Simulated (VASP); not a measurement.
# VASP 6.6.1 run: NaCl

INCAR

```
LASPH = .TRUE.
ALGO = Normal
ISIF = 2
PREC = Accurate
EDIFF = 1E-7
SIGMA = 0.02
LWAVE = .FALSE.
NELM = 120
LREAL = .FALSE.
LCHARG = .FALSE.
NSW = 0
GGA = PE
NBANDS = 14
ENCUT = 520
ISMEAR = -1
IBRION = -1
```

KPOINTS

```
KPOINTS created by Atomic Simulation Environment
0
Gamma
8 8 8
0 0 0
```

POSCAR

```
Na Cl
 1.0000000000000000
     0.0000000000000000    2.8340890571999999    2.8026988303000002
     2.8340890571999999    0.0000000000000000    2.8026988303000002
     2.8340890571999999    2.8340890571999999    0.0000000000000000
 Na  Cl
   1   1
Cartesian
  0.0000000000000000  0.0000000000000000  0.0000000000000000
  2.8340890571999999  2.8340890571999999  2.8026988302999998
```

The recommended PBE PAW datasets give the neutral cell 14 valence electrons.

Command

```
mpirun -np 1 vasp_std
```

**Question.** How does this run end, and what does it give?

**Answer.** It converged. Results: gap between bands v and c on the k mesh 5.09 eV; least direct gap on the k mesh 5.09 eV; pressure 0.6 GPa. Band v is the last that the valence electrons fill when counted band by band, and c is the next.

OSZICAR

```
N       E                     dE             d eps       ncg     rms          rms(c)
DAV:   1     0.100045503658E+03    0.10005E+03   -0.71958E+03  1658   0.101E+03
DAV:   2     0.148877361123E+01   -0.98557E+02   -0.91017E+02  1792   0.263E+02
DAV:   3    -0.684232750886E+01   -0.83311E+01   -0.82788E+01  2120   0.721E+01
DAV:   4    -0.697116010957E+01   -0.12883E+00   -0.12879E+00  1942   0.966E+00
DAV:   5    -0.697384484531E+01   -0.26847E-02   -0.26845E-02  2154   0.142E+00    0.215E+00
DAV:   6    -0.678077600929E+01    0.19307E+00   -0.32208E-01  2030   0.328E+00    0.160E+00
DAV:   7    -0.676923583479E+01    0.11540E-01   -0.81551E-02  2256   0.163E+00    0.109E+00
DAV:   8    -0.677496567200E+01   -0.57298E-02   -0.10002E-02  1814   0.856E-01    0.297E-01
DAV:   9    -0.677485060436E+01    0.11507E-03   -0.21666E-04  2132   0.113E-01    0.162E-01
DAV:  10    -0.677497381851E+01   -0.12321E-03   -0.32610E-04  1868   0.139E-01    0.677E-02
DAV:  11    -0.677496292200E+01    0.10897E-04   -0.19048E-05  2156   0.401E-02    0.157E-02
DAV:  12    -0.677496293452E+01   -0.12523E-07   -0.24355E-06  1940   0.143E-02    0.152E-03
DAV:  13    -0.677496351861E+01   -0.58409E-06   -0.31983E-07  2024   0.376E-03    0.330E-03
DAV:  14    -0.677496332391E+01    0.19469E-06   -0.41623E-08  1498   0.113E-03    0.294E-04
DAV:  15    -0.677496332123E+01    0.26882E-08   -0.30030E-09  1216   0.506E-04
   1 F= -.67749633E+01 E0= -.67749633E+01  d E =-.382869E-12
```

For comparison, a separate PBE run of the intended cell, on usual settings and not on those above, gives a gap of 5.09 eV on its mesh and a pressure of 0.6 GPa.
